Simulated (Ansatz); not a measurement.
Molecular dynamics on a 1×1×1 supercell (3 atoms) of PtS2 (CdCl2 type), relaxed with r2SCAN+rVV10. Forces come from PBE in Ansatz: a Langevin thermostat at fixed volume, 1000 K, steps of 3 fs. Computed, non-magnetic; the trajectory is short and the cell small, so nothing here is a converged average. The structure comes from a prototype and may be hypothetical.

```yaml
crystal:
  lattice:
    - [1.7644429028, 1.0187015849, 5.5230462124]
    - [-1.7644429028, 1.0187015849, 5.5230462124]
    - [0.0, -2.0374031698, 5.5230462124]
  atoms:
    - { symbol: Pt, position: [0.0, 0.0, 0.0] }
    - { symbol: S, position: [0.258304787, 0.258304787, 0.258304787] }
    - { symbol: S, position: [0.741695213, 0.741695213, 0.741695213] }
kpoints:
  mp_grid: { grid: [4, 4, 4] }
hamiltonian:
  xc: pbe
scf:
  occupations: { method: fermi_dirac, width: 0.086 }
md:
  ensemble: nvt_langevin
  temperature: 1000
  timestep: 3.0
  n_steps: 20
  initial_velocities: maxwell_boltzmann
  seed: 8493
```

Run as `ansatz run input.yaml --threads 4 --pin off --max-ram 3686MiB --backend cpu --events-out ev --progress --plain --runs-dir out`. It took 29 s on 4 threads of Arm Neoverse N1, on a shared host; peak host memory 0.39 GiB.

```tsv
step	t (fs)	T (K)	free energy F from step 0 (meV/atom)	kinetic energy (meV/atom)	largest force (eV/Å)
0	0	667	0.0	86.2	0.10
1	3	686	2.4	88.6	0.32
2	6	661	9.3	85.4	0.56
3	9	660	19.8	85.3	0.80
4	12	722	34.3	93.3	1.06
5	15	619	51.6	80.0	1.29
6	18	849	68.5	109.7	1.51
7	21	396	82.8	51.1	1.66
8	24	381	95.1	49.2	1.77
9	27	301	105.0	38.9	1.85
10	30	147	108.9	19.0	1.87
11	33	244	109.0	31.5	1.87
12	36	185	107.8	23.9	1.88
13	39	237	105.4	30.7	1.85
14	42	234	102.5	30.3	1.82
15	45	248	99.9	32.1	1.77
16	48	438	95.3	56.6	1.71
17	51	590	88.7	76.3	1.64
18	54	623	81.8	80.5	1.57
19	57	548	74.4	70.9	1.63
20	60	871	65.5	112.6	1.76
```

The temperature starts at 667 K, is lowest at step 10 (147 K, 30 fs) and ends at 871 K. The atoms start on their lattice sites with kinetic energy alone, so much of it first passes into potential energy. The first value is 2/3 of the setting, since velocities are drawn without the motion of the centre of mass and T is counted over all atoms. By the last step the atoms have moved 0.10 Å in the root mean square, the drift of the whole cell taken out, 0.14 Å at most.

Positions (Å) and forces (eV/Å) at step 20:
```
Pt  -0.052   0.053   0.049     0.939  -1.319  -0.686
S    0.097  -0.066   4.209    -0.872   0.778   0.815
S   -0.041  -0.014  12.338    -0.067   0.540  -0.128
```
